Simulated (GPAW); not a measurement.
Input of a GPAW 26.7.0 run:

run.py

```python
from ase import Atoms
from ase.calculators.mixing import SumCalculator
from ase.filters import FrechetCellFilter
from ase.io import write
from ase.optimize import BFGS
from dftd3.ase import DFTD3
from gpaw import GPAW, PW, setup_paths

setup_paths.insert(0, '.')

atoms = Atoms(['Pt', 'Se', 'Se'],
              cell=[[3.724, 0.0, 0.0],
                    [-1.862, 3.2250786037, 0.0],
                    [0.0, 0.0, 5.062]],
              scaled_positions=[[0.0, 0.0, 0.0],
                                [0.6666666667, 0.3333333333, 0.75],
                                [0.3333333333, 0.6666666667, 0.25]],
              pbc=True)

calc = GPAW(mode=PW(600),
            xc='PBEsol',
            kpts={'size': (7, 7, 5), 'gamma': True},
            occupations={'name': 'fermi-dirac', 'width': 0.05},
            nbands=26,
            convergence={'density': 1e-05, 'forces': 0.0001},
            maxiter=150,
            txt='gpaw.txt')
atoms.calc = SumCalculator([calc, DFTD3(damping='d3bj', params_tweaks=dict(method='pbesol', atm=True))])
opt = BFGS(FrechetCellFilter(atoms), trajectory='relax.traj', logfile='-')
done = opt.run(fmax=0.02, steps=60)
calc.write('gs.gpw')
write('result.traj', atoms)
print('Converged:', done)
print('Cell:', atoms.cell.cellpar().round(4))
print('Volume:', round(atoms.get_volume(), 4))
print(atoms.get_scaled_positions().round(5))
```

Potentials or basis: PAW data sets generated in the run's folder for this functional, pw.

Command:

```sh
$ gpaw-setup -f PBEsol Pt Se
$ OMP_NUM_THREADS=1 python run.py
```

Problem. Estimate the relaxed cell.

Solution. a = 3.741 Å, b = 3.741 Å, c = 4.681 Å, α = 90.00°, β = 90.00°, γ = 120.00°.

Problem. Estimate the space group after relaxing (to 0.05 Å).

Solution. P-3m1 (No. 164).

Step by step:
```tsv
step	energy change (eV)	largest force (eV/Å)	pressure (GPa)	volume (Å³)
1	0.0000	0.3883	-0.76	60.80
2	-0.0049	0.3406	-0.97	60.71
3	-0.0395	0.2035	-2.57	59.24
4	-0.0453	0.2164	-2.13	58.77
5	-0.0592	0.1053	0.68	56.95
6	-0.0616	0.0322	0.93	56.96
7	-0.0679	0.1068	1.26	56.93
8	-0.0735	0.1504	1.06	56.83
9	-0.0769	0.0854	0.45	56.70
10	-0.0776	0.0236	0.10	56.72
11	-0.0776	0.0012	0.00	56.73
```

Caveat: later steps reuse the first step's grids; pairwise dispersion overbinds metals, which lowers pressure and volume. The run has no spin-orbit coupling, so splittings on Pt are missing.
